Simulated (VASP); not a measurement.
Set up this calculation in VASP 6.6.1, as the native input.

```
Task                   : electric field gradients
Functional             : r2SCAN
Potentials or basis    : VASP PAW PBE potentials, release 64 (H)
Cutoff                 : 520 eV
k mesh                 : 12 × 12 × 12
Occupations            : fermi-dirac, width 0.01 eV
Spin                   : no spin polarisation
Dipole correction      : no
Further INCAR settings : ALGO = Normal; EDIFF = 1e-08; NBANDS = 8
```

H:

```
CELL_PARAMETERS angstrom
-1.70274 1.70274 2.07211
1.70274 -1.70274 2.07211
1.70274 1.70274 -2.07211
ATOMIC_POSITIONS crystal
H 0.90986 0.90986 0.00000
H 0.09014 0.09014 0.00000
```

The cell isn't the ideal one: volume scaled by 1.02, PAW files.

These files were run (other wordings do the same):

POSCAR

```
H
1.0
   -1.7027370115      1.7027370115      2.0721066654
    1.7027370115     -1.7027370115      2.0721066654
    1.7027370115      1.7027370115     -2.0721066654
H
2
Direct
    0.9098622900      0.9098622900      0.0000000000
    0.0901377100      0.0901377100      0.0000000000
```

INCAR.step1

```
SYSTEM = H
PREC = Accurate
ENCUT = 520
ISMEAR = -1
SIGMA = 0.01
LREAL = .False.
LASPH = .True.
NELM = 100
NBANDS = 8
GGA = PE
ALGO = Normal
EDIFF = 1E-4
LWAVE = .True.
LCHARG = .False.
```

INCAR.step2

```
SYSTEM = H
PREC = Accurate
ENCUT = 520
EDIFF = 1E-8
ISMEAR = -1
SIGMA = 0.01
LREAL = .False.
LASPH = .True.
NELM = 100
ALGO = Normal
ISIF = 2
LWAVE = .False.
LCHARG = .False.
METAGGA = R2SCAN
LMIXTAU = .True.
LEFG = .True.
NBANDS = 8
ISTART = 1
```

KPOINTS

```
Automatic mesh
0
Gamma
  12 12 12
  0 0 0
```

Potentials or basis: VASP PAW PBE potentials, release 64 (H).

Run with:

```sh
$ cat potpaw_PBE.64/H/POTCAR > POTCAR
$ cp INCAR.step1 INCAR
$ mpirun -np 1 vasp_std > vasp.out
$ cp INCAR.step2 INCAR
$ mpirun -np 1 vasp_std > vasp.out
```

Results of the run:

The pressure is -0.3 GPa, the largest force is 0.177 eV/Å and the band gap on the k mesh is 9.65 eV, indirect (least direct gap 10.45 eV).

Caveat: the PAW data sets were made with another functional, which shifts forces and pressure a little.

Run time: 30 s on 1 thread of Intel(R) Xeon(R) 6975P-C (Granite Rapids) (shared host), peak memory 0.15 GiB.
